**Q:** We have a crystal of nitrogen atoms and refine its k-mesh from 2 to 15 divisions along the cell edge. What size of error should I keep in mind?

SIRIUS 7.12.0, all-electron FP-LAPW calculations with the LDA functional, no spin polarisation and Fermi-Dirac smearing of 0.05 eV, for a fixed two-atom cell of nitrogen (space group P6_3/mmc). The sweep value is the number of k-mesh divisions along the in-plane cell edge; free energies and forces are compared with those at mesh 15.

| sweep value | energy less tightest (meV/atom) | force miss (eV/Å) |
| --- | --- | --- |
| 2 | 966.4 | 0.000 |
| 4 | -10.9 | 0.000 |
| 5 | -17.6 | 0.000 |
| 7 | -7.3 | 0.000 |
| 10 | 13.3 | 0.000 |
| 12 | 5.1 | 0.000 |
| 15 | 0.0 | 0.000 |

**A:** About 1 eV per atom at mesh 2, and about 10 meV per atom from mesh 4 to mesh 12. These errors are differences from mesh 15, the finest one. The crystal is a hypothetical one, in which each atom has six neighbours at 1.9 Å instead of one close partner as in the N₂ molecule. The first refinement removes nearly all of the error, and the later ones improve little and unsteadily.

**Q:** Mesh 5 has the lowest energy. When I enlarge a basis set, lower means better. Is mesh 5 the best mesh?

**A:** No, because that rule belongs to the basis. More basis functions give the electrons more freedom, and the energy can only go down. A mesh gives no such freedom: it replaces an integral over k by a sum over points, and a sum can miss on either side. The table shows that the rule fails here, for the energy rises by 31 meV/atom from mesh 5 to mesh 10. That rise stands whatever the exact limit may be.

**Q:** Then perhaps it is an ordinary integration error that shrinks smoothly, by some exponential or some power of the mesh.

**A:** In an insulator with a wide gap the error does die exponentially, since the occupied bands together give a smooth periodic function of k. Let us draw such a law through the sizes of the errors at meshes 2 and 5 and carry it on to mesh 10, which it hasn't seen. The exponential expects 0.02 meV/atom there and a power law 0.9, whereas the table has 13.3. A slower rate doesn't help, because the energy falls, rises and falls again, and a decay of one sign never turns.

**Q:** What kind of error changes sign and also dies slowly?

**A:** One that comes from a sharp edge. In a metal the states are filled up to the Fermi surface and empty beyond it. As the mesh is refined, its points fall now just inside this surface, now just outside, and the sum gives the states near it a little too much weight or too little. The energy error swings accordingly.

The swing can be written down. A mesh of $N$ divisions integrates every wave in k-space correctly except those that repeat exactly on its points. These belong to the distances $R = Na$ and their like, where $a$ is the cell edge. The error is thus the strength of such waves in the band energy of the filled states, counted from the Fermi energy because the number of electrons is fixed. That energy reaches zero at the Fermi surface with a kink, and a kink contains waves of every length.

**Q:** Can you put a number on it?

**A:** Take free electrons, five per atom, in the volume $v = 6.7$ Å³ of one atom. They fill a sphere of radius $k_F = (3\pi^2 \cdot 5/v)^{1/3} \approx 2.8$ Å⁻¹. For large $R$, each vector of length $R$ then adds to the energy per atom

$$\delta E = \frac{v}{\pi^2}\,\frac{\hbar^2}{2m}\,\frac{2k_F^2\,\sin(k_F R)}{R^3}.$$

The kink supplies two powers of $1/R$, and the average over directions supplies the third.

At mesh 10, with $a \approx 2.5$ Å, the distance is $R \approx 25$ Å. Six equally long vectors lie in the plane of the layers; we leave out the two of similar length along the c axis and the many longer ones, though together these may count for as much. The constant $\hbar^2/2m$ is 3.8 eV Å². The largest swing that these six can cause is then

$$6 \cdot \frac{6.7}{\pi^2} \cdot 3.8 \cdot \frac{2 \cdot 2.8^2}{25^3} \approx 0.015\ \text{eV},$$

or 15 meV per atom. The mesh of 10 divisions is in fact 13 meV/atom away from mesh 15.

**Q:** That is close. Does the model also give the other rows?

**A:** Only roughly. No constant was adjusted to the table, and the formula gives the right size at meshes 10 and 12. At meshes 4 to 7 it allows swings about 6 to 22 times as large as the errors found. A sphere and six vectors are too simple a picture of this crystal, so the estimate should be read as an order of magnitude.

The signs are a warning against trusting such a model too far. It gets five of six right, which looks impressive. If $k_F$ is changed by 3% either way, only three of six remain, as the printed output shows. The sine has run through many radians by the time $R$ reaches 25 Å, so a small error in $k_F$ is enough to reverse it. The agreement in sign is therefore no evidence for the model.

**Q:** The calculation smears the occupations over 0.05 eV. Shouldn't that round off the edge?

**A:** It does, but far too finely for these meshes to notice. On a free-electron band near the Fermi energy, neighbouring points of mesh 15 lie about 4 eV apart. The smearing width is some eighty times smaller, so to the mesh the edge is still a sharp step. The swings themselves feel the smearing sooner than this comparison suggests, but in the free-electron model it begins to damp them only at about 50 divisions.

**Q:** So the table proves that this crystal is a metal?

**A:** It rules out a smooth decay of one sign, and a Fermi surface is the standard cause of swings that die so slowly. But an insulator with a narrow gap has nearly as sharp an edge: its bands change character within a small region of k that the mesh steps over. On the free-electron scale, a gap below roughly 1 eV would look much the same even at mesh 15. The metal is thus a well-argued reading, which a density of states could test.

**Q:** Which mesh should I use, then? The force miss is zero in every row, so by that measure even mesh 2 would do.

**A:** The force is no measure here, because symmetry makes it vanish on both atoms at any mesh. Nor should you stop at the first energy that looks good: mesh 7 lies within 10 meV/atom of the finest mesh, and mesh 10 is outside again. Mesh 12 is the cheapest from which the bound holds, but the last refinement, from 12 to 15, still moves the energy by 5 meV/atom. When the energy swings in this way, take the spread over the last few meshes as the error, and don't promise 1 meV/atom until several successive meshes agree to that.

Numerical output:

```
Energy rise from mesh 5 to mesh 10 in meV/atom: 30.9
Energy change from mesh 10 to mesh 12 in meV/atom: -8.2
Energy change from mesh 12 to mesh 15 in meV/atom: -5.1
Error at mesh 10 expected from one exponential in meV/atom: 0.02219
Power of the mesh in the single power law: 4.372
Error at mesh 10 expected from one power law in meV/atom: 0.8502
Energies and free-electron estimate in meV/atom:
  row  table value  change from coarser mesh  largest swing  model less mesh 15
    2        966.4                       n/a           1911                1914
    4        -10.9                    -977.3          238.9               7.408
    5        -17.6                      -6.7          122.3              -81.24
    7         -7.3                      10.3          44.57              -29.03
   10         13.3                      20.6          15.29               18.67
   12          5.1                      -8.2          8.847               3.843
   15            0                      -5.1          4.529                   0
Meshes of six with the right sign in the model: 5
Meshes of six with the right sign when kF is 3 percent larger: 3
Meshes of six with the right sign when kF is 3 percent smaller: 3
Rough energy step between neighbouring k-points at mesh 15 in eV: 4.1
Rough mesh at which the smearing begins to damp the swings: 53.96
Rough gap below which mesh 15 cannot tell a metal from an insulator in eV: 1.13
```
